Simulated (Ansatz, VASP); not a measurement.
# Two plane-wave programs on Ag

```
CELL_PARAMETERS angstrom
3.00149 0.00000 0.00000
-1.50075 2.59937 0.00000
0.00000 0.00000 4.90688
ATOMIC_POSITIONS crystal
Ag 0.33333 0.66667 0.25000
Ag 0.66667 0.33333 0.75000
```

This isn't the form of Ag at room conditions, which is fcc.

Alike in both runs: task single point; functional PBEsol; k mesh 9 × 9 × 5; occupations gaussian, width 0.15 eV; no spin polarisation.

|  | VASP | Ansatz |
| --- | --- | --- |
| version | VASP 6.6.1 | Ansatz 0.2.0 |
| potentials or method | VASP PAW PBE potentials, release 64 (Ag) | plane waves, PAW |
| plane-wave cutoff (eV) | 520 | 500 |
| valence electrons in the cell | 22 | 38 |

|  | VASP | Ansatz | Ansatz less VASP |
| --- | --- | --- | --- |
| pressure (GPa) | -11.3 | -11.3 | +0.07 |
| largest component of the traceless stress (GPa) | 0.92 | 0.92 | -0.001 |

The two sets of potentials don't hold the same shells in valence.

Caveats: the PAW data sets were made with another functional, which shifts forces and pressure a little (VASP).
